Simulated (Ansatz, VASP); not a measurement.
# One calculation of Si, two programs

```
Si
1.0
     3.75587    0.00000    0.00000
    -1.87794    3.25268    0.00000
     0.00000    0.00000    6.69146
Si
4
Cartesian
  0.0000 2.1685 0.3580
  1.8779 1.0842 3.7038
  0.0000 2.1685 2.9877
  1.8779 1.0842 6.3334
```

Alike in both runs: task single point; functional PBE; k mesh 12 × 12 × 6; occupations gaussian, width 0.05 eV; no spin polarisation.

|  | VASP | Ansatz |
| --- | --- | --- |
| version | VASP 6.6.1 | Ansatz 0.2.0 |
| potentials or method | VASP PAW PBE potentials, release 64 (Si) | scalar-relativistic, plane waves, PAW |
| plane-wave cutoff (eV) | 520 | 420 |
| valence electrons in the cell | 16 | 16 |

|  | VASP | Ansatz | Ansatz less VASP |
| --- | --- | --- | --- |
| gap on the k mesh at the Fermi level (eV) | 0.41 | 0.41 | -0.007 |
| least direct gap on the mesh (eV) | 0.62 | 0.61 | -0.008 |
| pressure (GPa) | 2.6 | 2.7 | +0.06 |
| largest component of the traceless stress (GPa) | 12.33 | 12.34 | +0.006 |
| rms of the force components (eV/Å) | 0.948 | 0.951 | +0.0031 |

Atom by atom the forces differ by 0.003 eV/Å (rms over components).

Caveats: forces of over 1 eV/Å show positions far from the minimum, so gaps and moduli don't describe the material at rest.
